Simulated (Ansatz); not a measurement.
Bi2Te3, DFT, LDA, all-electron PAW with datasets made for the crystal, scalar-relativistic (Ansatz 0.2.0), run on 2 threads of Intel(R) Xeon(R) 6975P-C (Granite Rapids) on a shared host.

The geometry is COD entry 9012858, unchecked; take it as a test cell. The listed cell was then made from it by scaling, straining or moving an atom.

Command: `ansatz run input.yaml --threads 2 --pin off --max-ram 8192MiB --backend cpu --events-out ev --progress --plain --runs-dir out`

```yaml
crystal:
  lattice:
    - [2.2085012539, 1.2750787934, 9.7477366]
    - [-2.2085012539, 1.2750787934, 9.7477366]
    - [0.0, -2.5501575869, 9.7477366]
  atoms:
    - { symbol: Bi, position: [0.812, 0.812, 0.812] }
    - { symbol: Bi, position: [0.402, 0.402, 0.402] }
    - { symbol: Te, position: [0.611, 0.611, 0.611] }
    - { symbol: Te, position: [0.2, 0.2, 0.2] }
    - { symbol: Te, position: [0.0, 0.0, 0.0] }
kpoints:
  mp_grid: { grid: [8, 8, 8] }
scf:
  occupations: { method: fermi_dirac, width: 0.08 }
hamiltonian:
  xc: lda
  pseudopotentials: { kind: all_electron, datasets: crystal }
output:
  forces: true
  stress: true
  eigenvalues: true
  efg: { contact_densities: true }
```

Task: How large is the problem that the program sets up?

Result: 65 irreducible k-points, 1375 plane waves at Γ, 29 bands.

Task: About how long does it take, and how much memory does it use?

Result: 18 s of wall time for 10 SCF iterations, with a peak of 1.3 GiB. Times on shared machines scatter by tens of per cent.

Task: And the same cell and mesh by PAW with the default files, asked for forces, stress, eigenvalues, efg, on the same hardware?

Result: 11 s, peak memory 0.68 GiB.
